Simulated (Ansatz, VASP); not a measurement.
## Ti in VASP and in Ansatz

INCAR

```
SYSTEM = Ti
ALGO = Normal
EDIFF = 1E-7
ENCUT = 520
GGA = PE
ISIF = 2
ISMEAR = 1
LASPH = .TRUE.
LCHARG = .TRUE.
LELF = .TRUE.
LREAL = .FALSE.
LVHAR = .TRUE.
LWAVE = .FALSE.
NBANDS = 19
NELM = 100
PREC = Accurate
SIGMA = 0.15
```

The input KPOINTS:

```
k-points
0
G
  11 11 6
  0 0 0
```

Contents of POSCAR:

```
Ti
1.0
    2.9500000000      0.0000000000      0.0000000000
   -1.4750000000      2.5547750000      0.0000000000
    0.0000000000      0.0000000000      4.6800000000
Ti
2
Direct
    0.3294190943      0.6588381886      0.2500000000
    0.6666666667      0.3333333333      0.7500000000
```

Input for Ansatz:

```yaml
crystal:
  lattice:
    - [2.95, 0.0, 0.0]
    - [-1.475, 2.554775, 0.0]
    - [0.0, 0.0, 4.68]
  atoms:
    - { symbol: Ti, position: [0.3294190943103274, 0.6588381886206548, 0.25] }
    - { symbol: Ti, position: [0.6666666666666666, 0.3333333333333333, 0.75] }
basis:
  ecutwfc: 470.0
kpoints:
  mp_grid:
    grid: [11, 11, 6]
hamiltonian:
  xc: pbe
scf:
  occupations:
    method: methfessel_paxton
    width: 0.15
output:
  forces: true
```

Alike in both runs: task single point; functional PBE; k mesh 11 × 11 × 6; occupations methfessel-paxton of order 1, width 0.15 eV; no spin polarisation.

|  | VASP | Ansatz |
| --- | --- | --- |
| version | VASP 6.6.1 | Ansatz 0.2.0 |
| potentials or method | VASP PAW PBE potentials, release 64 (Ti_sv) | plane waves, PAW |
| plane-wave cutoff (eV) | 520 | 470 |
| valence electrons in the cell | 24 | 24 |

|  | VASP | Ansatz | Ansatz less VASP |
| --- | --- | --- | --- |
| rms of the force components (eV/Å) | 0.019 | 0.019 | 0.0000 |

Atom by atom the forces differ by 0.000 eV/Å (rms over components).
